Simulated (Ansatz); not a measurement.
**Electron scattering at the Σ5 (310) boundary in fcc Rh with Ta (substitutional)**

How much does the Σ5 (310) boundary in fcc Rh with Ta (substitutional) reflect electrons?

Main program and level: Ansatz 0.2.0; Ansatz plane-wave DFT, PBE, PAW files; relaxation of a bicrystal slab with its lowest layers held; PAW set soft_1, in the first sound run; inputs show where later runs differ.

## (1) Set-up

The cell holds 32 atoms: 31 Rh and 1 Ta. Its edges and angles: a = 6.013 Å, b = 3.803 Å, c = 30.242 Å, α = 90.0°, β = 90.0°, γ = 90.0°. It derives from Rh. built on the (3 1 0) plane; 2 overlapping atoms removed and the grains opened by 0 Å. Vacuum lies along c.

## (2) Relaxing the bicrystal

The boundary is built by mirroring the lower grain in the boundary plane and removing any atoms that overlap; then the Ta is put in at the boundary. A thin bicrystal slab is relaxed first, with the lowest layers held and the upper grain free to shift and open.

The input, input.yaml:

```yaml
crystal:
  lattice:
    - [6.0132290847, 0.0, 0.0]
    - [0.0, 3.8031, 0.0]
    - [0.0, 0.0, 30.242333072]
  atoms:
    - { symbol: Rh, position: [0.2, 0.0, 0.1653311597] }
    - { symbol: Rh, position: [0.9, 0.5, 0.1852146425] }
    - { symbol: Rh, position: [0.6, 0.0, 0.2050981253] }
    - { symbol: Rh, position: [0.3, 0.5, 0.224981608] }
    - { symbol: Rh, position: [1.0, 0.0, 0.2448650908] }
    - { symbol: Rh, position: [0.7, 0.5, 0.2647485736] }
    - { symbol: Rh, position: [0.4, 0.0, 0.2846320563] }
    - { symbol: Rh, position: [0.1, 0.5, 0.3045155391] }
    - { symbol: Rh, position: [0.8, 0.0, 0.3243990219] }
    - { symbol: Rh, position: [0.5, 0.5, 0.3442825047] }
    - { symbol: Rh, position: [0.2, 0.0, 0.3641659874] }
    - { symbol: Rh, position: [0.9, 0.5, 0.3840494702] }
    - { symbol: Rh, position: [0.6, 0.0, 0.403932953] }
    - { symbol: Rh, position: [0.3, 0.5, 0.4238164357] }
    - { symbol: Ta, position: [0.0, 0.0, 0.4436999185] }
    - { symbol: Rh, position: [0.6, 0.0, 0.483466884] }
    - { symbol: Rh, position: [0.9, 0.5, 0.5033503668] }
    - { symbol: Rh, position: [0.2, 0.0, 0.5232338496] }
    - { symbol: Rh, position: [0.5, 0.5, 0.5431173323] }
    - { symbol: Rh, position: [0.8, 0.0, 0.5630008151] }
    - { symbol: Rh, position: [0.1, 0.5, 0.5828842979] }
    - { symbol: Rh, position: [0.4, 0.0, 0.6027677806] }
    - { symbol: Rh, position: [0.7, 0.5, 0.6226512634] }
    - { symbol: Rh, position: [1.0, 0.0, 0.6425347462] }
    - { symbol: Rh, position: [0.3, 0.5, 0.6624182289] }
    - { symbol: Rh, position: [0.6, 0.0, 0.6823017117] }
    - { symbol: Rh, position: [0.9, 0.5, 0.7021851945] }
    - { symbol: Rh, position: [0.2, 0.0, 0.7220686772] }
    - { symbol: Rh, position: [0.5, 0.5, 0.74195216] }
    - { symbol: Rh, position: [0.8, 0.0, 0.7618356428] }
    - { symbol: Rh, position: [0.1, 0.5, 0.7817191255] }
    - { symbol: Rh, position: [0.4, 0.0, 0.8016026083] }
kpoints:
  mp_grid: { grid: [4, 6, 1] }
hamiltonian:
  xc: pbe
  pseudopotentials: { kind: paw, azcp: { folder: soft_1 } }
scf:
  occupations: { method: fermi_dirac, width: 0.1 }
relax:
  f_tol: 0.03
  max_steps: 80
  constraints: [{ sites: [0, 1, 2, 3, 4] }]
```

The run is started by

```sh
$ ansatz run input.yaml --threads 4 --pin off --max-ram 15360MiB --backend cpu --events-out ev --progress --plain --runs-dir out
```

Numbers of over 12 decimals in the logs are rounded to 6 here.

The program printed:

```text
Engine: ansatz 0.2.0, aarch64-unknown-linux-gnu
Pseudopotentials: kind: paw
Pseudopotential: Rh, paw, valence charge 17, recommended cutoff 420 eV (normal), soft_1/Rh.paw.azcp
Pseudopotential: Ta, paw, valence charge 13, recommended cutoff 420 eV (normal), soft_1/Ta.paw.azcp
Functional definition: PBE
  parameter kappa = 0.804
  parameter beta = 0.066725
  exchange = pbe_x(kappa = kappa, mu = beta*pi^2/3)
  correlation = pbe_c(beta = beta)
Crystal: 32 atoms, lattice volume = 691.609 Å³
Basis set: ecut = 420 eV, 13501 PW (Γ), exchange–correlation on 90×54×432 points (8 copies of the dense FFT grid, shifted against one another)
Bands: 324, of which v1, the nominal top of the filled ones, is band 270 counted from 1 (269 counted from 0)
Symmetry: 2 space group operations
Space group: Pm (ITA 6), of the structure as read, at distance tolerance 8.8e-5 Å
k-points: 12 of 24 (time reversal used)
Non-local potential: Rh, projectors of the file, l = 0: 3, l = 1: 2, l = 2: 2, l = 3: 1
Non-local potential: Ta, projectors of the file, l = 0: 3, l = 1: 2, l = 2: 2, l = 3: 1
PAW form: soft (Blöchl's): semilocal exchange-correlation on the pseudo side does not see the compensation charge
PAW one-centre angular grid: Rh, 590 points (default); XC on 64 Gauss nodes
PAW one-centre angular grid: Ta, 590 points (default); XC on 64 Gauss nodes
Initial density: superposition of atomic densities (neutral atoms: chi_scale 0, normalization atom)
Initial wavefunctions: pseudopotential atomic-orbital guess
Functional: x = pbe(κ = 0.804, μ = 0.219515), c = pbe(β = 0.066725)
SCF iter   1: F=—  HF=-208431.630784 eV  |F-HF|=—  |Δ(HF+E_count)|=         —  Δρ=8.48e-2  dr2=1.32e2  ethr=3.10e-3  ⟨swp⟩=5.9  Hψ=13130  notcnv=0  defer=70
preconditioner: auto → LDOS  [metal: Δε(μ)=0.010 eV  Ē_g=5.581 eV  σ=0.100 eV  W_gap=0.02  n_scr=206 (ndim 8)  ℏωp=23.8 eV  f_vac=0.304  D(μ)=45.63/eV (n_scr^D=442)  β→1.0]
SCF iter   2: F=—  HF=-208438.575924 eV  |F-HF|=—  |Δ(HF+E_count)|=    6.95e0  Δρ=1.04e-1  dr2=7.38e1  ethr=3.10e-3  ⟨swp⟩=3.0  Hψ=10392  notcnv=0  defer=136
SCF iter   3: F=—  HF=-208417.428018 eV  |F-HF|=—  |Δ(HF+E_count)|=    2.11e1  Δρ=1.72e-2  dr2=2.69e0  ethr=3.10e-3  ⟨swp⟩=2.0  Hψ=8160  notcnv=0  defer=201
SCF iter   4: F=—  HF=-208416.966219 eV  |F-HF|=—  |Δ(HF+E_count)|=   4.62e-1  Δρ=4.45e-3  dr2=2.59e-1  ethr=4.98e-4  ⟨swp⟩=2.7  Hψ=7341  notcnv=0  defer=181
SCF iter   5: F=—  HF=-208416.935627 eV  |F-HF|=—  |Δ(HF+E_count)|=   3.06e-2  Δρ=1.13e-3  dr2=3.03e-2  ethr=4.79e-5  ⟨swp⟩=2.5  Hψ=7241  notcnv=0  defer=181
SCF iter   6: F=—  HF=-208416.935253 eV  |F-HF|=—  |Δ(HF+E_count)|=   3.74e-4  Δρ=3.82e-4  dr2=2.46e-3  ethr=5.62e-6  ⟨swp⟩=1.6  Hψ=4584  notcnv=0  defer=181
SCF iter   7: F=—  HF=-208416.934450 eV  |F-HF|=—  |Δ(HF+E_count)|=   8.03e-4  Δρ=1.58e-4  dr2=4.34e-4  ethr=4.56e-7  ⟨swp⟩=2.4  Hψ=6251  notcnv=0  defer=181
SCF iter   8: F=—  HF=-208416.934413 eV  |F-HF|=—  |Δ(HF+E_count)|=   3.71e-5  Δρ=7.02e-5  dr2=6.60e-5  ethr=8.05e-8  ⟨swp⟩=2.1  Hψ=5551  notcnv=0  defer=181
SCF iter   9: F=-208416.934407 eV  HF=-208416.934420 eV  |F-HF|=1.33e-5  |Δ(HF+E_count)|=   7.38e-6  Δρ=3.21e-5  dr2=1.64e-5  ethr=4.17e-9  ⟨swp⟩=4.9  Hψ=13391  notcnv=0
SCF 1 converged in 9 iterations: F = -208416.934407 eV  dr2 = 1.64e-5
  greatest PAW one-centre occupation: 1.000 electrons in one spin orbital (limit 2), on the Rh atom at site 20 (counted from 0), in its partial waves of l = 0
relax step   1: F+E_penalty+E_count = -208416.93440693 eV  Δ(F+E_penalty+E_count) = +0.000e0 eV  max|allowed force component| = 1.252e0 eV/Å  Δτ_max = 0.0000 Å  (9 SCF iters, dr2 threshold 2.25e-5 eV, accepted)
Initial density: handed on by an earlier stage of this run
Initial wavefunctions: those handed on with the density
iter 1 solved again at ethr=4.32e-4 eV; its pass at ethr=3.10e-3 eV (dr2=2.33e0 eV) is discarded
SCF iter   1: F=—  HF=-208417.432554 eV  |F-HF|=—  |Δ(HF+E_count)|=         —  Δρ=9.24e-3  dr2=2.62e0  ethr=4.32e-4  ⟨swp⟩=1.0  Hψ=12167  notcnv=0  defer=177
eigensolver tolerance schedule calibrated: the retry pair's looser diagonalisation under-reported the residual by θ = 0.11 (0.13/decade); ethr = c·dr2/N_el runs at the constant in force after the calibration composes with the one it found (an armed cap, an earlier calibration), c = 6.3e-2
preconditioner: auto → LDOS  [metal: Δε(μ)=0.002 eV  Ē_g=5.384 eV  σ=0.100 eV  W_gap=0.00  n_scr=206 (ndim 8)  ℏωp=23.8 eV  f_vac=0.306  D(μ)=49.61/eV (n_scr^D=552)  β→1.0]
SCF iter   2: F=—  HF=-208417.385477 eV  |F-HF|=—  |Δ(HF+E_count)|=   4.71e-2  Δρ=3.36e-3  dr2=1.63e-1  ethr=3.03e-4  ⟨swp⟩=2.0  Hψ=4330  notcnv=0  defer=177
SCF iter   3: F=—  HF=-208417.367871 eV  |F-HF|=—  |Δ(HF+E_count)|=   1.76e-2  Δρ=1.54e-3  dr2=2.64e-2  ethr=1.89e-5  ⟨swp⟩=3.0  Hψ=7770  notcnv=0  defer=177
SCF iter   4: F=—  HF=-208417.362151 eV  |F-HF|=—  |Δ(HF+E_count)|=   5.72e-3  Δρ=4.32e-4  dr2=3.25e-3  ethr=3.06e-6  ⟨swp⟩=2.2  Hψ=6066  notcnv=0  defer=177
SCF iter   5: F=—  HF=-208417.361896 eV  |F-HF|=—  |Δ(HF+E_count)|=   2.55e-4  Δρ=1.81e-4  dr2=5.28e-4  ethr=3.77e-7  ⟨swp⟩=3.2  Hψ=6688  notcnv=0  defer=177
SCF iter   6: F=-208417.361843 eV  HF=-208417.361891 eV  |F-HF|=4.86e-5  |Δ(HF+E_count)|=   4.93e-6  Δρ=6.46e-5  dr2=5.99e-5  ethr=1.14e-8  ⟨swp⟩=2.8  Hψ=13702  notcnv=0
SCF 2 converged in 6 iterations: F = -208417.361843 eV  dr2 = 5.99e-5
  greatest PAW one-centre occupation: 1.000 electrons in one spin orbital (limit 2), on the Rh atom at site 27 (counted from 0), in its partial waves of l = 0
relax step   2: F+E_penalty+E_count = -208417.36184281 eV  Δ(F+E_penalty+E_count) = -4.274e-1 eV  max|allowed force component| = 7.844e-1 eV/Å  Δτ_max = 0.1949 Å  (6 SCF iters, dr2 threshold 9.80e-5 eV, accepted)
SCF iter   1: F=—  HF=-208417.519193 eV  |F-HF|=—  |Δ(HF+E_count)|=         —  Δρ=5.31e-3  dr2=2.83e-1  ethr=2.82e-3  ⟨swp⟩=3.8  Hψ=7500  notcnv=0  defer=177
preconditioner: auto → LDOS  [metal: Δε(μ)=0.010 eV  Ē_g=5.381 eV  σ=0.100 eV  W_gap=0.03  n_scr=206 (ndim 8)  ℏωp=23.8 eV  f_vac=0.306  D(μ)=49.23/eV (n_scr^D=544)  β→1.0]
SCF iter   2: F=—  HF=-208417.507649 eV  |F-HF|=—  |Δ(HF+E_count)|=   1.15e-2  Δρ=2.12e-3  dr2=7.15e-2  ethr=5.24e-5  ⟨swp⟩=2.0  Hψ=6560  notcnv=0  defer=177
SCF iter   3: F=—  HF=-208417.500684 eV  |F-HF|=—  |Δ(HF+E_count)|=   6.97e-3  Δρ=1.26e-3  dr2=1.53e-2  ethr=1.32e-5  ⟨swp⟩=2.0  Hψ=6203  notcnv=0  defer=177
SCF iter   4: F=—  HF=-208417.496362 eV  |F-HF|=—  |Δ(HF+E_count)|=   4.32e-3  Δρ=4.01e-4  dr2=1.09e-3  ethr=2.84e-6  ⟨swp⟩=3.0  Hψ=7077  notcnv=0  defer=177
SCF iter   5: F=—  HF=-208417.496117 eV  |F-HF|=—  |Δ(HF+E_count)|=   2.45e-4  Δρ=1.01e-4  dr2=1.58e-4  ethr=2.01e-7  ⟨swp⟩=2.0  Hψ=6742  notcnv=0  defer=177
SCF iter   6: F=-208417.496075 eV  HF=-208417.496102 eV  |F-HF|=2.69e-5  |Δ(HF+E_count)|=   1.46e-5  Δρ=3.57e-5  dr2=2.98e-5  ethr=7.12e-9  ⟨swp⟩=3.2  Hψ=14263  notcnv=0
SCF 3 converged in 6 iterations: F = -208417.496075 eV  dr2 = 2.98e-5
  greatest PAW one-centre occupation: 1.000 electrons in one spin orbital (limit 2), on the Rh atom at site 5 (counted from 0), in its partial waves of l = 0
relax step   3: F+E_penalty+E_count = -208417.49607515 eV  Δ(F+E_penalty+E_count) = -1.342e-1 eV  max|allowed force component| = 3.453e-1 eV/Å  Δτ_max = 0.1912 Å  (6 SCF iters, dr2 threshold 3.85e-5 eV, accepted)
[...]
relax step   4: F+E_penalty+E_count = -208417.55345529 eV  Δ(F+E_penalty+E_count) = -5.738e-2 eV  max|allowed force component| = 1.331e-1 eV/Å  Δτ_max = 0.2000 Å  (6 SCF iters, dr2 threshold 2.31e-5 eV, accepted)
[...]
relax step   5: F+E_penalty+E_count = -208417.55780000 eV  Δ(F+E_penalty+E_count) = -4.345e-3 eV  max|allowed force component| = 1.164e-1 eV/Å  Δτ_max = 0.0437 Å  (6 SCF iters, dr2 threshold 2.63e-6 eV, accepted)
[...]
relax step   6: F+E_penalty+E_count = -208417.55881258 eV  Δ(F+E_penalty+E_count) = -1.013e-3 eV  max|allowed force component| = 9.339e-2 eV/Å  Δτ_max = 0.0367 Å  (7 SCF iters, dr2 threshold 2.01e-6 eV, accepted)
[...]
relax step   7: F+E_penalty+E_count = -208417.56107319 eV  Δ(F+E_penalty+E_count) = -2.261e-3 eV  max|allowed force component| = 4.756e-2 eV/Å  Δτ_max = 0.0304 Å  (6 SCF iters, dr2 threshold 5.62e-6 eV, accepted)
SCF iter   1: F=—  HF=-208417.563583 eV  |F-HF|=—  |Δ(HF+E_count)|=         —  Δρ=1.13e-3  dr2=6.41e-3  ethr=6.21e-5  ⟨swp⟩=3.2  Hψ=7086  notcnv=0  defer=173
preconditioner: auto → LDOS  [metal: Δε(μ)=0.004 eV  Ē_g=5.378 eV  σ=0.100 eV  W_gap=0.01  n_scr=206 (ndim 8)  ℏωp=23.8 eV  f_vac=0.306  D(μ)=48.59/eV (n_scr^D=532)  β→1.0]
SCF iter   2: F=—  HF=-208417.562843 eV  |F-HF|=—  |Δ(HF+E_count)|=   7.40e-4  Δρ=4.50e-4  dr2=1.19e-3  ethr=1.19e-6  ⟨swp⟩=2.6  Hψ=7797  notcnv=0  defer=173
SCF iter   3: F=—  HF=-208417.562424 eV  |F-HF|=—  |Δ(HF+E_count)|=   4.19e-4  Δρ=1.30e-4  dr2=1.23e-4  ethr=2.20e-7  ⟨swp⟩=2.8  Hψ=7456  notcnv=0  defer=173
SCF iter   4: F=—  HF=-208417.562391 eV  |F-HF|=—  |Δ(HF+E_count)|=   3.32e-5  Δρ=3.67e-5  dr2=1.52e-5  ethr=2.28e-8  ⟨swp⟩=2.4  Hψ=6439  notcnv=0  defer=173
SCF iter   5: F=—  HF=-208417.561756 eV  |F-HF|=—  |Δ(HF+E_count)|=   6.35e-4  Δρ=1.21e-5  dr2=2.12e-6  ethr=2.81e-9  ⟨swp⟩=2.9  Hψ=6980  notcnv=0  defer=173
SCF iter   6: F=—  HF=-208417.561756 eV  |F-HF|=—  |Δ(HF+E_count)|=   4.74e-8  Δρ=4.90e-6  dr2=3.12e-7  ethr=3.92e-10  ⟨swp⟩=1.8  Hψ=5236  notcnv=0  defer=173
SCF iter   7: F=-208417.561756 eV  HF=-208417.561756 eV  |F-HF|=1.24e-8  |Δ(HF+E_count)|=  2.91e-11  Δρ=1.38e-6  dr2=2.22e-8  ethr=1.85e-11  ⟨swp⟩=4.0  Hψ=12024  notcnv=0
SCF 8 converged in 7 iterations: F = -208417.561756 eV  dr2 = 2.22e-8
relax step   8: F+E_penalty+E_count = -208417.56175611 eV  Δ(F+E_penalty+E_count) = -6.829e-4 eV  max|allowed force component| = 1.679e-2 eV/Å  Δτ_max = 0.0120 Å  (7 SCF iters, accepted)
SCF converged after 7 iterations
Free energy (F): -208417.561756 eV
Harris-Foulkes:  -208417.561756 eV  (|F-HF|=1.24e-8)
Internal energy: -208415.952278 eV  (E = F + TS)
E sigma→0 (E₀):  -208416.757017 eV
Entropy (-TS):   -1.609479 eV (-50.296 meV/atom)
Fermi energy:    12.589277 eV
--- Per-component energies (eV) ---
  E_band       = -7868.482025
  E_kinetic    = 17028.626987
  E_local      = -688351.690653  (includes V_loc(G=0)·N_el)
  E_nonlocal   = 9252.180889
  E_hartree    = 335665.483998
  E_xc         = -6560.540564
  E_vxc        = -8061.090588  (∫ρ·V_xc dr)
  E_paw        = -120013.178039  (= ΣΔE_a)
  E_vpaw       = -9067.511083  (= ΣTr[D̂ρ^β])
  E_aug_tail   = 0.002683  (compensation charges beyond the density's cutoff)
  E_ewald      = 244563.162421
  E_smearing   = -1.609479  (= −TS)
  E_closure    = -0.000000  (closes the sum)
  Σ components = -208417.561756   (vs F -208417.561756, Δ=0.00e0)
--- Forces (eV/Å), atoms counted from 1 ---
  atom   1  Rh    -0.19879648     0.00000000     0.88833352
  atom   2  Rh     0.21646312     0.00000000     0.31901712
  atom   3  Rh     0.10230465     0.00000000    -0.11723481
  atom   4  Rh    -0.04871754     0.00000000    -0.65624724
  atom   5  Rh    -0.09022101     0.00000000    -0.43068812
  atom   6  Rh     0.00115603     0.00000000     0.00190783
  atom   7  Rh     0.00022927     0.00000000    -0.00537721
  atom   8  Rh     0.00439740     0.00000000     0.00137870
  atom   9  Rh    -0.01066650     0.00000000    -0.01364355
  atom  10  Rh    -0.00466358     0.00000000     0.00543295
  atom  11  Rh     0.01012174     0.00000000    -0.00835590
  atom  12  Rh     0.01129617     0.00000000    -0.00424196
  atom  13  Rh     0.00125846     0.00000000     0.01083630
  atom  14  Rh     0.00378338     0.00000000     0.00020250
  atom  15  Ta    -0.00666230     0.00000000     0.01678513
  atom  16  Rh     0.00942135     0.00000000     0.01090549
  atom  17  Rh    -0.00582293     0.00000000    -0.01150951
  atom  18  Rh    -0.01213742     0.00000000    -0.00568349
  atom  19  Rh    -0.00139529     0.00000000     0.01061706
  atom  20  Rh     0.00814366     0.00000000     0.00258428
  atom  21  Rh    -0.00049038     0.00000000     0.00111754
  atom  22  Rh    -0.00412103     0.00000000    -0.00931396
  atom  23  Rh     0.00612290     0.00000000     0.00114229
  atom  24  Rh     0.00231427     0.00000000    -0.00341412
  atom  25  Rh    -0.00272568     0.00000000    -0.00359260
  atom  26  Rh     0.00654110     0.00000000    -0.00255561
  atom  27  Rh     0.00148055     0.00000000    -0.00220575
  atom  28  Rh    -0.00330560     0.00000000    -0.00042200
  atom  29  Rh    -0.00177843     0.00000000     0.00288279
  atom  30  Rh    -0.00220574     0.00000000     0.00721404
  atom  31  Rh     0.00571935     0.00000000     0.00159317
  atom  32  Rh     0.00296044     0.00000000    -0.00744767
  max |Σ_I F_I| component: 1.72e-5 eV/Å
--- Relaxed structure (8 steps of the walk, 8 accepted, 0 SCFs on fresh bases) ---
  F+E_penalty+E_count = -208417.56175611 eV   max|allowed force component| = 1.679e-2 eV/Å
  atoms:
    - { symbol: Rh, position: [0.200000, 0.0, 0.1653311597] }
    - { symbol: Rh, position: [0.9, 0.5, 0.1852146425] }
    - { symbol: Rh, position: [0.6, 0.0, 0.2050981253] }
    - { symbol: Rh, position: [0.3, 0.5, 0.224981608] }
    - { symbol: Rh, position: [1.0, 0.0, 0.2448650908] }
    - { symbol: Rh, position: [0.697133, 0.5, 0.264439] }
    - { symbol: Rh, position: [0.400589, 0.0, 0.284141] }
    - { symbol: Rh, position: [0.101779, 0.5, 0.305721] }
    - { symbol: Rh, position: [0.798754, 0.0, 0.323775] }
    - { symbol: Rh, position: [0.502132, 0.5, 0.345900] }
    - { symbol: Rh, position: [0.196918, 0.0, 0.365583] }
    - { symbol: Rh, position: [0.899495, 0.5, 0.386833] }
    - { symbol: Rh, position: [0.592975, 0.0, 0.403583] }
    - { symbol: Rh, position: [0.311707, 0.5, 0.445581] }
    - { symbol: Ta, position: [0.00796654, 0.0, 0.443521] }
    - { symbol: Rh, position: [0.602698, 0.0, 0.484609] }
    - { symbol: Rh, position: [0.905275, 0.5, 0.500860] }
    - { symbol: Rh, position: [0.203302, 0.0, 0.521102] }
    - { symbol: Rh, position: [0.507225, 0.5, 0.541775] }
    - { symbol: Rh, position: [0.806138, 0.0, 0.563462] }
    - { symbol: Rh, position: [0.109488, 0.5, 0.582139] }
    - { symbol: Rh, position: [0.408315, 0.0, 0.603345] }
    - { symbol: Rh, position: [0.706075, 0.5, 0.622538] }
    - { symbol: Rh, position: [1.006853, 0.0, 0.643328] }
    - { symbol: Rh, position: [0.304350, 0.5, 0.663268] }
    - { symbol: Rh, position: [0.604022, 0.0, 0.683400] }
    - { symbol: Rh, position: [0.899692, 0.5, 0.703001] }
    - { symbol: Rh, position: [0.201488, 0.0, 0.723275] }
    - { symbol: Rh, position: [0.506570, 0.5, 0.744962] }
    - { symbol: Rh, position: [0.804486, 0.0, 0.762828] }
    - { symbol: Rh, position: [0.104723, 0.5, 0.781165] }
    - { symbol: Rh, position: [0.399357, 0.0, 0.799723] }
```

Run time: 12 min. Hardware: 4 threads of Arm Neoverse V1, shared host; peak memory 4.7 GiB.

Relaxation path:

```csv
step,energy less that of the first step (eV),largest force component (eV/Å)
1,0.0000,1.2519
2,-0.4274,0.7844
3,-0.5617,0.3453
4,-0.6190,0.1331
5,-0.6234,0.1164
6,-0.6244,0.0934
7,-0.6267,0.0476
8,-0.6273,0.0168
```

Forces are held to the 2 operations that the run works with; a distortion that breaks them can't arise in this run.

The atoms that moved most (Å):

| atom | dx | dy | dz | length |
| --- | --- | --- | --- | --- |
| Rh14 | 0.070 | 0.000 | 0.658 | 0.662 |
| Rh29 | 0.040 | 0.000 | 0.091 | 0.099 |
| Rh12 | -0.003 | 0.000 | 0.084 | 0.084 |
| Rh17 | 0.032 | 0.000 | -0.075 | 0.082 |
| Rh18 | 0.020 | 0.000 | -0.064 | 0.067 |
| Rh21 | 0.057 | 0.000 | -0.023 | 0.061 |
| Rh19 | 0.043 | 0.000 | -0.041 | 0.059 |
| Rh32 | -0.004 | 0.000 | -0.057 | 0.057 |

Numbers from this step:

* free energy: -208417.5618 eV
* energy at zero smearing: -208416.7570 eV
* Fermi energy: 12.59 eV

The largest force component on a free atom ends at 0.017 eV/Å, under the tolerance of 0.03, after 8 steps.

(Part 1 of 2 ends here.)

[Logs are printed without paths, hosts, clocks, repeated set-up lines and the standing remarks that a program may print on its own settings, such as how far it seeks lower states.]

[Hosts, paths, dates, database ids (printed as entryN), source tags and the programs' standing remarks are cut or masked in the printed files.]
